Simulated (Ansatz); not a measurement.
# CuO (Cc) in Ansatz: notebook

The runs below take CuO through density of states, phonons, with PBE, PBEsol.

All numbers are computed with Ansatz 0.2.0; they aren't measurements. Logs are shortened: lines on timing, memory, paths and dates and some standing lists are left out, and cuts for length are marked.

## Step 1: Starting point

It takes space group Cc (No. 9, monoclinic). The conventional cell has a = 4.689 Å, b = 3.427 Å, c = 5.132 Å, α = 90.00°, β = 99.65°, γ = 90.00°. Cu (site symmetry 1) has 4 O at 1.91 to 2.02 Å as nearest neighbours. Around O (site symmetry 1) lie 4 Cu at 1.91 to 2.02 Å.

## Step 2: Density of states, PBE

The input, input.yaml:

```yaml
crystal:
  lattice:
    - [2.34464976, -1.71339982, 0.0]
    - [2.34464976, 1.71339982, 0.0]
    - [-0.86054991, 0.0, 5.05943948]
  atoms:
    - { symbol: Cu, position: [0.0032, 0.4968, 0.0] }
    - { symbol: Cu, position: [0.4968, 0.0032, 0.5] }
    - { symbol: O, position: [0.5714, 0.4056, 0.2537] }
    - { symbol: O, position: [0.4056, 0.5714, 0.7537] }
hamiltonian:
  xc: pbe
  pseudopotentials: { kind: paw }
kpoints:
  mp_grid: { grid: [10, 10, 5] }
scf:
  occupations: { method: fermi_dirac, width: 0.05 }
  n_extra_bands: 10
output:
  forces: true
  stress: true
  eigenvalues: true
  dos: { projected: false, de: 0.05, nscf_kmesh: { grid: [15, 15, 8] } }
  write_density: true
  write_potential: true
  elf: true
  volumetric_format: npy
```

Potentials or basis: Ansatz PAW.

Started as:

```bash
ansatz run input.yaml --threads 2 --pin off --max-ram 5632MiB --backend cpu --events-out ev --progress --plain --runs-dir out
```

Output:

```text
Warning: RAYON_NUM_THREADS=2 ignored (pool sized by the plan → 2); use --threads N
scf.n_extra_bands = 10 over 25 filled bands (N_el = 50.0): the run solves 35 bands
Engine: ansatz 0.2.0, aarch64-unknown-linux-gnu
Pseudopotentials: kind: paw
Pseudopotential: Cu, paw, valence charge 19, recommended cutoff 420 eV (normal), Cu.paw.azcp
Pseudopotential: O, paw, valence charge 6, recommended cutoff 420 eV (normal), O.paw.azcp
Functional definition: PBE
  parameter kappa = 0.804
  parameter beta = 0.06672455060314922
  exchange = pbe_x(kappa = kappa, mu = beta*pi^2/3)
  correlation = pbe_c(beta = beta)
Crystal: 4 atoms, lattice volume = 40.651 Å³
Basis set: ecut = 420 eV, 789 PW (Γ), exchange–correlation on 40×40×72 points (8 copies of the dense FFT grid, shifted against one another)
Bands: 35, of which v1, the nominal top of the filled ones, is band 25 counted from 1 (24 counted from 0)
Symmetry: 2 space group operations
Space group: Cc (ITA 9), of the structure as read, at distance tolerance 3.4e-5 Å
k-points: 141 of 500 (time reversal used)
Non-local potential: Cu, projectors of the file, l = 0: 3, l = 1: 2, l = 2: 3, l = 3: 1
Non-local potential: O, projectors of the file, l = 0: 2, l = 1: 2, l = 2: 1
PAW form: soft (Blöchl's): semilocal exchange-correlation on the pseudo side does not see the compensation charge
PAW one-centre angular grid: Cu, 590 points (default); XC on 64 Gauss nodes
PAW one-centre angular grid: O, 110 points (default); XC on 64 Gauss nodes
Initial density: superposition of atomic densities (neutral atoms: chi_scale 0, normalization atom), corrected by the library's trained network
Initial wavefunctions: pseudopotential atomic-orbital guess
Functional: x = pbe(κ = 0.804, μ = 0.2195149727645171), c = pbe(β = 0.06672455060314922)
SCF iter   1: F=—  HF=-14382.318397 eV  |F-HF|=—  |Δ(HF+E_count)|=         —  Δρ=4.82e-3  dr2=2.33e-3  ethr=1.77e-3  ⟨swp⟩=5.5  Hψ=18559  notcnv=0  defer=110
preconditioner: auto → Kerker (q_TF=auto, 2.824 Å⁻¹)  [metal: Δε(μ)=0.018 eV  Ē_g=15.729 eV  σ=0.050 eV  W_gap=0.09  n_scr=20 (ndim 8)  ℏωp=34.0 eV  f_vac=0.000  D(μ)=2.34/eV (n_scr^D=26)]
SCF iter   2: F=—  HF=-14382.317997 eV  |F-HF|=—  |Δ(HF+E_count)|=   3.99e-4  Δρ=2.38e-3  dr2=7.06e-4  ethr=4.67e-6  ⟨swp⟩=2.0  Hψ=8423  notcnv=0  defer=300
SCF iter   3: F=—  HF=-14382.317869 eV  |F-HF|=—  |Δ(HF+E_count)|=   1.28e-4  Δρ=3.64e-4  dr2=4.36e-5  ethr=1.41e-6  ⟨swp⟩=2.4  Hψ=6380  notcnv=0  defer=300
SCF iter   4: F=—  HF=-14382.317863 eV  |F-HF|=—  |Δ(HF+E_count)|=   6.40e-6  Δρ=1.23e-4  dr2=5.43e-6  ethr=8.73e-8  ⟨swp⟩=2.0  Hψ=6878  notcnv=0  defer=300
SCF iter   5: F=—  HF=-14382.317864 eV  |F-HF|=—  |Δ(HF+E_count)|=   8.59e-7  Δρ=4.31e-5  dr2=5.34e-7  ethr=1.09e-8  ⟨swp⟩=2.2  Hψ=6893  notcnv=0  defer=300
SCF iter   6: F=—  HF=-14382.317864 eV  |F-HF|=—  |Δ(HF+E_count)|=   1.69e-7  Δρ=2.75e-5  dr2=2.00e-7  ethr=2.00e-10  ⟨swp⟩=11.6  Hψ=37958  notcnv=0
SCF iter   7: F=-14382.317864 eV  HF=-14382.317864 eV  |F-HF|=7.61e-9  |Δ(HF+E_count)|=   6.38e-8  Δρ=7.00e-6  dr2=1.11e-8  ethr=2.00e-10  ⟨swp⟩=8.2  Hψ=26936  notcnv=0
SCF 1 converged in 7 iterations: F = -14382.317864 eV  dr2 = 1.11e-8
NSCF: frozen V_eff on 488 k-points
SCF converged after 7 iterations
Free energy (F): -14382.317864 eV
Harris-Foulkes:  -14382.317864 eV  (|F-HF|=7.61e-9)
Internal energy: -14382.298720 eV  (E = F + TS)
E sigma→0 (E₀):  -14382.308292 eV
Entropy (-TS):   -0.019144 eV (-4.786 meV/atom)
Fermi energy:    12.194967 eV
--- Per-component energies (eV) ---
  E_band       = -856.594636
  E_kinetic    = 943.096311
  E_local      = -9675.785385  (includes V_loc(G=0)·N_el)
  E_nonlocal   = 879.212892
  E_hartree    = 4191.720348
  E_xc         = -323.891079
  E_vxc        = -415.793117  (∫ρ·V_xc dr)
  E_paw        = -3639.820800  (= ΣΔE_a)
  E_vpaw       = -970.772253  (= ΣTr[D̂ρ^β])
  E_aug_tail   = 0.005471  (compensation charges beyond the density's cutoff)
  E_ewald      = -6756.836478
  E_smearing   = -0.019144  (= −TS)
  E_closure    = -0.000000  (closes the sum)
  Σ components = -14382.317864   (vs F -14382.317864, Δ=0.00e0)
--- Forces (eV/Å), atoms counted from 1 ---
  atom   1  Cu    -0.62910954     0.34702152     0.24343401
  atom   2  Cu    -0.62910954    -0.34702152     0.24343401
  atom   3  O      0.62910949     0.30777598    -0.24343050
  atom   4  O      0.62910949    -0.30777598    -0.24343050
  max |Σ_I F_I| component: 7.03e-6 eV/Å
--- Stress (GPa, compression-positive) ---
        5.471276       0.000000      -1.737963
        0.000000       6.672689       0.000000
       -1.737962       0.000000       4.945306
  P = ⅓ Tr σ = 5.6964 GPa (56.964 kbar)
--- Band table (eV; the first three rows and the last of 141) ---
  k-point 0: bands = ["-100.3861", "-100.3855", "-57.9196", "-57.9194", "-57.8920", "-57.8830", "-57.4738", "-57.4733", "-7.7610", "-6.4370", "4.0237", "6.6319", "6.9929", "8.8049", "8.8829", "8.9525", "9.1486", "9.4272", "9.5071", "9.6780", "9.8825", "9.9873", "10.0698", "10.5473", "12.4055", "13.1112", "13.8693", "18.1952", "20.3007", "25.4865", "27.8230", "28.5172", "28.9226", "29.1637", "30.2093"]
  k-point 1: bands = ["-100.3861", "-100.3856", "-57.9196", "-57.9194", "-57.8912", "-57.8839", "-57.4737", "-57.4733", "-7.6540", "-6.5887", "4.3977", "6.7161", "7.0126", "8.1767", "8.5683", "8.6408", "9.2236", "9.3852", "9.6719", "9.7419", "9.9381", "10.1178", "10.3586", "10.4503", "12.3739", "12.9642", "14.4034", "17.6290", "21.1441", "25.5237", "27.2920", "27.3784", "29.0168", "29.4066", "30.6462"]
  k-point 2: bands = ["-100.3859", "-100.3857", "-57.9195", "-57.9194", "-57.8889", "-57.8861", "-57.4736", "-57.4734", "-7.3582", "-6.9548", "5.4022", "6.6919", "6.9347", "7.1973", "8.1619", "8.2038", "9.3916", "9.4752", "9.7769", "9.8052", "9.8997", "10.0896", "10.6006", "10.7190", "12.3463", "12.6102", "15.5067", "16.6333", "22.8533", "24.7883", "26.2866", "26.7005", "29.2126", "29.4751", "30.5636"]
  k-point 140: bands = ["-100.3845", "-100.3844", "-57.9332", "-57.9321", "-57.8873", "-57.8856", "-57.4821", "-57.4812", "-6.3689", "-6.2590", "5.3426", "5.8411", "6.5285", "6.5976", "7.0128", "7.3995", "9.3632", "9.6515", "9.9362", "9.9557", "10.4649", "10.4759", "10.8633", "10.9554", "11.5129", "12.1577", "16.8236", "17.9779", "20.8051", "21.4823", "24.9072", "25.0201", "27.8275", "27.9912", "28.2485"]
```

It took 29 s on 2 threads of Arm Neoverse V1, shared host; peak memory 0.64 GiB.

Results:

- Free energy: -14382.3179 eV
- Pressure: 5.7 GPa
- Largest force: 0.759 eV/Å
- Band gap on the k mesh: none (metal or under the smearing width)
- Density of states at the Fermi level: 2.29 states/eV per cell

Forces on the atoms (eV/Å):
```
Cu  -0.629  0.347  0.243
Cu  -0.629 -0.347  0.243
O    0.629  0.308 -0.243
O    0.629 -0.308 -0.243
```

Stress tensor (GPa, compression positive):
```
 5.47  0.00 -1.74
 0.00  6.67  0.00
-1.74  0.00  4.95
```

States per cell in windows of 1 eV (zero at the Fermi level; states under -8 eV left out):
| from (eV) | total |
| --- | --- |
| -8.0 | 0.87 |
| -7.0 | 2.67 |
| -6.0 | 4.58 |
| -5.0 | 2.80 |
| -4.0 | 1.09 |
| -3.0 | 9.43 |
| -2.0 | 6.59 |
| -1.0 | 1.84 |
| 0.0 | 2.12 |
| 1.0 | 0.01 |
| 2.0 | 0.09 |
| 3.0 | 0.25 |
| 4.0 | 0.76 |
| 5.0 | 1.48 |
| 6.0 | 1.37 |
| 7.0 | 0.27 |

Caveat: the pressure holds a Pulay correction of +0.7 GPa for the finite cutoff; the run has no spin polarisation, though such a crystal can be magnetic; semilocal functionals often make such compounds metallic where correlation or magnetic order opens a gap, which also shifts bond lengths.

## Step 3: Phonons, PBEsol

The input, input.yaml:

```yaml
crystal:
  lattice:
    - [2.34464976, -1.71339982, 0.0]
    - [2.34464976, 1.71339982, 0.0]
    - [-0.86054991, 0.0, 5.05943948]
  atoms:
    - { symbol: Cu, position: [0.0032, 0.4968, 0.0] }
    - { symbol: Cu, position: [0.4968, 0.0032, 0.5] }
    - { symbol: O, position: [0.5714, 0.4056, 0.2537] }
    - { symbol: O, position: [0.4056, 0.5714, 0.7537] }
hamiltonian:
  xc: pbesol
  pseudopotentials: { kind: paw }
kpoints:
  mp_grid: { grid: [8, 8, 5] }
scf:
  occupations: { method: fermi_dirac, width: 0.05 }
phonons:
  method: dfpt
```

Potentials or basis: Ansatz PAW.

Started as:

```bash
ansatz run input.yaml --threads 2 --pin off --max-ram 5632MiB --backend cpu --events-out ev --progress --plain --runs-dir out
```

Output:

```text
Warning: RAYON_NUM_THREADS=2 ignored (pool sized by the plan → 2); use --threads N
[... 4 set-up lines as earlier in the session ...]
Functional definition: PBEsol
  exchange = pbesol_x
  correlation = pbesol_c
Crystal: 4 atoms, lattice volume = 40.651 Å³
Basis set: ecut = 420 eV, 789 PW (Γ), exchange–correlation on 40×40×72 points (8 copies of the dense FFT grid, shifted against one another)
Bands: 30, of which v1, the nominal top of the filled ones, is band 25 counted from 1 (24 counted from 0)
[... 1 set-up line as earlier in the session ...]
k-points: 162 of 320 (irreducible under 1 space group operation, time reversal used)
[... 3 set-up lines as earlier in the session ...]
[... 36 lines left out ...]
  E_vxc        = -413.495223  (∫ρ·V_xc dr)
  E_paw        = -3555.221537  (= ΣΔE_a)
  E_vpaw       = -966.031703  (= ΣTr[D̂ρ^β])
  E_aug_tail   = 0.005398  (compensation charges beyond the density's cutoff)
  E_ewald      = -6756.836478
  E_core_change = 0.482980  (= ΣΔE_core)
  E_smearing   = -0.017146  (= −TS)
  E_closure    = -0.000000  (closes the sum)
  Σ components = -14296.365948   (vs F -14296.365948, Δ=0.00e0)
--- Band table (eV; the first three rows and the last of 162) ---
  k-point 0: bands = ["-100.2253", "-100.2246", "-57.9117", "-57.9115", "-57.8825", "-57.8733", "-57.4637", "-57.4632", "-7.8653", "-6.5097", "3.7888", "6.4354", "6.8027", "8.6277", "8.7088", "8.7841", "8.9759", "9.2613", "9.3425", "9.5183", "9.7221", "9.8341", "9.9128", "10.4020", "12.2413", "12.9447", "13.6419", "17.8897", "20.0766", "25.1913"]
  k-point 1: bands = ["-100.2252", "-100.2247", "-57.9117", "-57.9115", "-57.8816", "-57.8742", "-57.4636", "-57.4632", "-7.7563", "-6.6660", "4.1685", "6.5198", "6.8215", "7.9967", "8.3955", "8.4617", "9.0494", "9.2185", "9.5143", "9.5837", "9.7827", "9.9632", "10.2002", "10.3013", "12.2086", "12.7960", "14.1780", "17.3568", "20.8897", "25.2264"]
  k-point 2: bands = ["-100.2250", "-100.2248", "-57.9116", "-57.9115", "-57.8793", "-57.8765", "-57.4635", "-57.4633", "-7.4544", "-7.0418", "5.1868", "6.4931", "6.7390", "7.0046", "7.9835", "8.0287", "9.2228", "9.3101", "9.6205", "9.6502", "9.7427", "9.9343", "10.4481", "10.5665", "12.1741", "12.4380", "15.2794", "16.3914", "22.5731", "24.4908"]
  k-point 161: bands = ["-100.2236", "-100.2235", "-57.9256", "-57.9244", "-57.8778", "-57.8760", "-57.4721", "-57.4712", "-6.4384", "-6.3264", "5.1195", "5.6216", "6.3259", "6.3954", "6.8183", "7.2111", "9.1958", "9.4899", "9.7890", "9.8102", "10.3099", "10.3213", "10.7120", "10.7992", "11.3347", "11.9775", "16.5458", "17.7062", "20.5427", "21.2322"]
--- Phonons (Γ-DFPT): 6 representative perturbations + reference, on 162 of 320 k-points (Σ response iterations 23) ---
  k mesh reduced under 1 symmetry operation, with k and −k counted as one. Each operation leaves every solved perturbation unchanged. A smaller set is not used because it would not reduce the number of displacements times k-points to solve
  ASR residual: 9.738e-4 → 0.000e0 eV/Å²; symmetrization residual: 5.682e-6 eV/Å²
  ASR residual per site (eV/Å²): 9.74e-4 9.74e-4 2.93e-4 2.93e-4
  Γ frequencies (cm⁻¹): 0.00 0.00 0.00 140.70 153.36 253.39 270.91 323.17 376.47 442.76 492.18 494.75
  non-analytic LO–TO correction: not included (Born effective charges unavailable; polar crystals: no LO–TO splitting at Γ)
```

second_order_force_constants.tsv:

```text
# format = ansatz-second-order-force-constants/2
# a1_ang = 2.34464976e0 -1.71339982e0 0e0
[... 31 lines left out ...]
1	0	0	0	0	0	-2.6240192056692635e-1	-1.6009651126805635e-1	1.4033318562358676e-1	1.6009651126805635e-1	-6.825206078886765e-1	2.1719409920274593e-1	1.4033318562358676e-1	-2.1719409920274593e-1	-4.348046573300735e0
1	1	0	0	0	1	9.569602693230049e0	4.567191507814414e0	-1.3415752143452464e0	4.567191507814414e0	7.293630619851189e0	1.6149496597673947e0	-1.3415752143452466e0	1.6149496597673947e0	1.4683612495506601e1
[... 8 lines left out ...]
3	2	0	0	0	2	1.90101165749001e0	-1.7953809464743124e-2	9.60671863920517e-2	1.7953809464743124e-2	9.695988637690807e-1	-6.9837709699022e-2	9.60671863920517e-2	6.9837709699022e-2	-1.331356472984254e0
3	3	0	0	0	3	7.406189115173113e0	-3.7552984211949036e-1	-1.2973092151137116e0	-3.7552984211949125e-1	5.641511148193432e0	1.631176009958696e0	-1.2973092151137113e0	1.631176009958696e0	1.166692239519012e1
```

Run time: 78 s. Hardware: 2 threads of Arm Neoverse V1, shared host; peak memory 0.9 GiB.

What came out:

| Property | Result |
| --- | --- |
| Free energy | -14296.3659 eV |
| Band gap on the k mesh | none (metal or under the smearing width) |
| Highest phonon frequency at Γ | 495 cm⁻¹ |

Levels at points of the mesh, in eV from the Fermi level:
```csv
k point,band 22,band 23,band 24,band 25,band 26,band 27,band 28,band 29
"(0.00, 0.00, 0.00)",-2.19,-2.11,-1.62,0.22,0.92,1.62,5.87,8.05
"(0.00, -0.50, 0.00)",-1.57,-1.47,-1.37,-0.04,0.29,4.75,6.15,6.85
"(-0.50, 0.00, 0.00)",-1.57,-1.47,-1.37,-0.04,0.29,4.75,6.15,6.85
"(-0.50, -0.50, 0.00)",-2.10,-1.67,-1.19,-0.63,1.07,3.21,6.91,8.41
```

Phonon frequencies in cm⁻¹ (negative: imaginary):
| q point | frequencies |
| --- | --- |
| (0.000, 0.000, 0.000) | 0 0 0 141 153 253 271 323 376 443 492 495 |

Caveat: the run has no spin polarisation, though such a crystal can be magnetic; semilocal functionals often make such compounds metallic where correlation or magnetic order opens a gap, which also shifts bond lengths; the PAW data sets come from PBE, with cores solved anew for the run's functional, which leaves a small shift of forces and pressure.
